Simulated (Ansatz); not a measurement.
Input and command of a calculation in Ansatz (plane waves; scalar-relativistic PAW potentials unless the input names others):

```yaml
crystal:
  lattice:
    - [2.5589373071, 0.0, 0.0]
    - [-1.2794686536, 2.172651681, 0.0]
    - [0.0, 0.0, 26.0]
  atoms:
    - { symbol: B, position: [0.0, 0.0, 0.5] }
    - { symbol: "N", position: [0.6666666667, 0.3333333333, 0.5] }
  periodic: [true, true, false]
basis:
  ecutwfc: 420
kpoints:
  mp_grid: { grid: [12, 12, 1] }
hamiltonian:
  xc: pbe
  dispersion: d3bj
scf:
  occupations: { method: gaussian, width: 0.02 }
  mixing: { algorithm: anderson, beta: 0.001, ndim: 1 }
  max_iter: 100
output:
  forces: true
  eigenvalues: true
  stress: true
relax:
  adjacent_minimum: "off"
  f_tol: 0.01
  max_steps: 40
```

```bash
ansatz run input.yaml --threads 1 --pin off --max-ram 3072MiB --backend cpu --events-out ev --progress --plain --runs-dir out
```

Abridged log:
```
Warning: output.stress: scf.convergence.dr2_threshold = 1e-7 eV (the SCF's general default) is looser than the 2e-10 eV advised for a printed stress (1e-10 eV for each atom of the cell: 2). ...
Basis set: ecut = 420 eV, 2861 PW (Γ), exchange–correlation on 36×36×360 points (8 copies of the dense FFT grid, shifted against one another)
Bands: 8, of which v1, the nominal top of the filled ones, is band 4 counted from 1 (3 counted from 0)
Symmetry: 4 space group operations
k-points: 43 of 144 (time reversal used)
SCF iter   1: F=—  HF=-542.560704 eV  |F-HF|=—  |Δ(HF+E_count)|=         —  Δρ=1.74e-3  dr2=1.87e-3  ethr=1.77e-3  ⟨swp⟩=8.9  Hψ=3596  notcnv=0
SCF iter   2: F=—  HF=-542.560874 eV  |F-HF|=—  |Δ(HF+E_count)|=   1.70e-4  Δρ=1.75e-3  dr2=1.90e-3  ethr=2.34e-5  ⟨swp⟩=3.7  Hψ=1159  notcnv=0
SCF iter   3: F=—  HF=-542.560879 eV  |F-HF|=—  |Δ(HF+E_count)|=   5.74e-6  Δρ=1.75e-3  dr2=1.90e-3  ethr=2.34e-5  ⟨swp⟩=1.0  Hψ=344  notcnv=0
SCF iter   4: F=—  HF=-542.560882 eV  |F-HF|=—  |Δ(HF+E_count)|=   2.41e-6  Δρ=1.75e-3  dr2=1.90e-3  ethr=2.34e-5  ⟨swp⟩=1.0  Hψ=344  notcnv=0
SCF iter   5: F=—  HF=-542.560883 eV  |F-HF|=—  |Δ(HF+E_count)|=   1.71e-6  Δρ=1.75e-3  dr2=1.89e-3  ethr=2.34e-5  ⟨swp⟩=1.0  Hψ=345  notcnv=0
SCF iter   6: F=—  HF=-542.560885 eV  |F-HF|=—  |Δ(HF+E_count)|=   1.56e-6  Δρ=1.75e-3  dr2=1.89e-3  ethr=2.34e-5  ⟨swp⟩=1.0  Hψ=344  notcnv=0
SCF iter   7: F=—  HF=-542.560887 eV  |F-HF|=—  |Δ(HF+E_count)|=   1.67e-6  Δρ=1.75e-3  dr2=1.88e-3  ethr=2.34e-5  ⟨swp⟩=1.0  Hψ=345  notcnv=0
SCF iter   8: F=—  HF=-542.560887 eV  |F-HF|=—  |Δ(HF+E_count)|=   4.52e-7  Δρ=1.74e-3  dr2=1.88e-3  ethr=2.34e-5  ⟨swp⟩=1.1  Hψ=347  notcnv=0
   ...
SCF iter  29: F=—  HF=-542.562282 eV  |F-HF|=—  |Δ(HF+E_count)|=   6.88e-8  Δρ=2.39e-4  dr2=5.75e-5  ethr=7.20e-7  ⟨swp⟩=1.0  Hψ=345  notcnv=0
SCF iter  30: F=—  HF=-542.562282 eV  |F-HF|=—  |Δ(HF+E_count)|=   6.51e-8  Δρ=2.38e-4  dr2=5.73e-5  ethr=7.18e-7  ⟨swp⟩=1.0  Hψ=345  notcnv=0
SCF iter  31: F=—  HF=-542.562282 eV  |F-HF|=—  |Δ(HF+E_count)|=   6.72e-8  Δρ=2.38e-4  dr2=5.72e-5  ethr=7.16e-7  ⟨swp⟩=1.1  Hψ=904  notcnv=0
Mixer restart at iter 31: flushing history
iteration 31: the SCF's residuals had fallen too slowly under its mixing. It goes on by minimising its free energy, and can end on another state than longer mixing would; under `scf.algorithm: density_mixing` no SCF does so, but by `scf.convergence.dm_fallback`
SCF iter  32: F=—  HF=-542.562262 eV  |F-HF|=—  |Δ(HF+E_count)|=   2.03e-5  Δρ=7.93e-5  dr2=6.34e-6  ethr=7.14e-7  ⟨swp⟩=3.5  Hψ=4051  notcnv=0
SCF iter  33: F=-542.562259 eV  HF=-542.562259 eV  |F-HF|=1.78e-8  |Δ(HF+E_count)|=   3.15e-6  Δρ=6.32e-6  dr2=2.86e-8  ethr=1.28e-8  ⟨swp⟩=4.7  Hψ=1576  notcnv=0
SCF iter  34: F=-542.562259 eV  HF=-542.562259 eV  |F-HF|=1.79e-8  |Δ(HF+E_count)|=  1.36e-12  Δρ=6.33e-6  dr2=2.86e-8  ethr=3.57e-10  ⟨swp⟩=3.0  Hψ=1395  notcnv=0
SCF 3 converged in 34 iterations: F = -542.562259 eV  dr2 = 2.86e-8
relax step   3: F+E_penalty+E_count = -542.56225862 eV  Δ(F+E_penalty+E_count) = -2.109e-4 eV  max|allowed force component| = 8.660e-4 eV/Å  Δτ_max = 0.0016 Å  (34 SCF iters, dr2 threshold 1.02e-6 eV, accepted)
SCF iter   1: F=—  HF=-542.562260 eV  |F-HF|=—  |Δ(HF+E_count)|=         —  Δρ=6.34e-6  dr2=2.87e-8  ethr=3.59e-10  ⟨swp⟩=1.0  Hψ=1722  notcnv=0
SCF iter   2: F=-542.562259 eV  HF=-542.562259 eV  |F-HF|=1.78e-8  |Δ(HF+E_count)|=   1.58e-6  Δρ=6.32e-6  dr2=2.85e-8  ethr=3.59e-10  ⟨swp⟩=6.3  Hψ=1771  notcnv=0
SCF 4 converged in 2 iterations: F = -542.562259 eV  dr2 = 2.85e-8
relax step   4: F+E_penalty+E_count = -542.56225862 eV  Δ(F+E_penalty+E_count) = -1.558e-11 eV  max|allowed force component| = 8.620e-4 eV/Å  Δτ_max = 0.0000 Å  (2 SCF iters, accepted)
SCF converged after 2 iterations
Stability not checked: this state was not tested for a lower state beside it, because the mixer in use, unlike msr1, does not test its closes by its own steps (another_mixer; see scf.mixing.algorithm and scf.lower_state_search)
Free energy (F): -542.562259 eV
Harris-Foulkes:  -542.562259 eV  (|F-HF|=1.78e-8)
Internal energy: -542.562259 eV  (E = F + TS)
E sigma→0 (E₀):  -542.562259 eV
Fermi energy:    -3.554628 eV
  E_disp       = -0.151037  (pairwise vdW)
--- Forces (eV/Å), atoms counted from 1 ---
  atom   1  B      0.00000000     0.00075786     0.00000000
  atom   2  N      0.00000000    -0.00096610     0.00000000
--- 2D stress c σ (N/m, compression-positive) ---
       -5.509819       0.000000       0.000000
        0.000000      -1.213576       0.000000
        0.000000       0.000000       0.000000
  P = ½ c Tr σ = -3.3617 N/m
  ° read free of the cell's end (the report's vacuum.weakly_bound_levels)
--- Relaxed structure (4 steps of the walk, 4 accepted, 0 SCFs on fresh bases) ---
  F+E_penalty+E_count = -542.56225862 eV   max|allowed force component| = 8.620e-4 eV/Å
  cell:  # Å, volume = 144.5517 Å³
    - [2.5589373071, 0.0, 0.0]
    - [-1.27946865, 2.17265168, 0.0]
    - [0.0, 0.0, 26.0]
  atoms:
    - { symbol: B, position: [0.00060952, 0.00121904, 0.5] }
    - { symbol: N, position: [0.66605714, 0.33211429, 0.5] }
```

One setting here is unusual or wrong in general: mixing far too weak (scf.mixing: not typed → {"algorithm": "anderson", "beta": 0.001, "ndim": 1}). For this cell it did little harm to the result: the run converged in 108 SCF iterations over all its steps (reference: 16) with an energy at zero smearing within 0.01 meV/atom of the reference's, largest force 0.001 eV/Å, gap on the mesh 4.60 eV. A reference run from the same start on usual settings converged, and the end of its own relaxation has largest force 0.006 eV/Å, gap on the mesh 4.60 eV.